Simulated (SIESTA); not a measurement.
## HfO2 in SIESTA: the effect of functional

Crystal: HfO2.

```
Hf O
1.0
     3.55802    0.00000    0.00000
     0.00000    3.55802    0.00000
     0.00000    0.00000    5.17186
Hf O
2 4
Direct
  0.00000 0.00000 0.00000
  0.50000 0.50000 0.50000
  0.00000 0.50000 0.19721
  0.50000 0.00000 0.30279
  0.50000 0.00000 0.80279
  0.00000 0.50000 0.69721
```

Measurements of this composition are mostly on another form, of space group No. 14.

Alike in all runs:

| Quantity | Value |
| --- | --- |
| Program | SIESTA 5.4.2 |
| Task | band structure |
| Basis | DZP (energy shift 0.003 Ry; two zetas on semicore shells) |
| Grid cutoff | 800 Ry |
| Energy shift | 0.003 Ry |
| k mesh | 8 × 8 × 5 |
| Occupations | fermi-dirac, width 0.05 eV |
| Spin | no spin polarisation |

One run gave: gap on the mesh 4.51 eV; pressure 4.5 GPa; largest force 0.22 eV/Å. Which functional did it use?
A. BLYP
B. vdW-DF-cx
C. AM05

C.

```tsv
functional	potentials or basis	gap on the mesh (eV)	pressure (GPa)	largest force (eV/Å)
AM05	PseudoDojo 0.4 standard (PBEsol files)	4.51	4.5	0.22
BLYP	PseudoDojo 0.4 standard (PBE files)	4.58	19.9	0.31
vdW-DF-cx	PseudoDojo 0.4 standard (PBE files)	4.56	6.7	0.28
```

Caveats: short orbitals over semicore shells can move pressures by several GPa; the potentials were made for another functional, which shifts forces and pressure; spin-orbit coupling is left out, which moves the levels of the heavy elements; the basis of atomic orbitals isn't converged, which shifts pressures, moduli and gaps.

